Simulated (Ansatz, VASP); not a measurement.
**SrO in VASP and in Ansatz**

File POSCAR:

```
SrO
1.0
    0.0000000000      2.8470450151      2.8470450151
    2.8470450151      0.0000000000      2.8470450151
    2.8470450151      2.8470450151      0.0000000000
Sr O
1 1
Direct
    0.0000000000      0.0000000000      0.0000000000
    0.2500000000      0.2500000000      0.2500000000
```

The input INCAR.step1:

```
  PREC = Accurate
  ENCUT = 520
  ISMEAR = 0
  SIGMA = 0.01
  LREAL = False
  LASPH = True
  NELM = 100
  NBANDS = 15
  GGA = PE
  ALGO = Normal
  EDIFF = 1E-4
  LWAVE = True
  LCHARG = False
```

Contents of INCAR.step2:

```
  PREC = Accurate
  ENCUT = 520
  EDIFF = 1E-7
  ISMEAR = 0
  SIGMA = 0.01
  LREAL = False
  LASPH = True
  NELM = 100
  ALGO = Normal
  ISIF = 2
  LWAVE = False
  LCHARG = False
  METAGGA = R2SCAN
  LMIXTAU = True
  NBANDS = 15
  ISTART = 1
```

KPOINTS

```
regular mesh
0
Gamma
  6 6 6
```

Input for Ansatz:

```yaml
crystal:
  lattice:
    - [0.0, 2.8470450151, 2.8470450151]
    - [2.8470450151, 0.0, 2.8470450151]
    - [2.8470450151, 2.8470450151, 0.0]
  atoms:
    - { symbol: Sr, position: [0.0, 0.0, 0.0] }
    - { symbol: O, position: [0.25, 0.25, 0.25] }
kpoints:
  mp_grid: { grid: [6, 6, 6] }
hamiltonian:
  xc: r2scan
scf:
  occupations: { method: fixed }
  n_extra_bands: 4
output:
  forces: true
  stress: true
  eigenvalues: true
```

Alike in both runs: task single point; functional r2SCAN; k mesh 6 × 6 × 6; no spin polarisation.

```csv
,VASP,Ansatz
version,VASP 6.6.1,Ansatz 0.2.0
potentials or method,"VASP PAW PBE potentials, release 64 (Sr_sv, O)","plane waves, PAW"
plane-wave cutoff (eV),520,500
occupations,"gaussian, width 0.01 eV",fixed
valence electrons in the cell,16,16
```

Ansatz gave:

* gap on the k mesh at the Fermi level (eV): 2.74
* pressure (GPa): -3.4

Task: Estimate VASP's values.

Result: gap on the k mesh at the Fermi level (eV): 2.75; pressure (GPa): -3.0.

Caveats: the PAW data sets were made with another functional, which shifts forces and pressure a little (VASP). A k mesh can miss the band edges. r2SCAN opens gaps a little over a GGA but as a rule still falls short of measured ones.
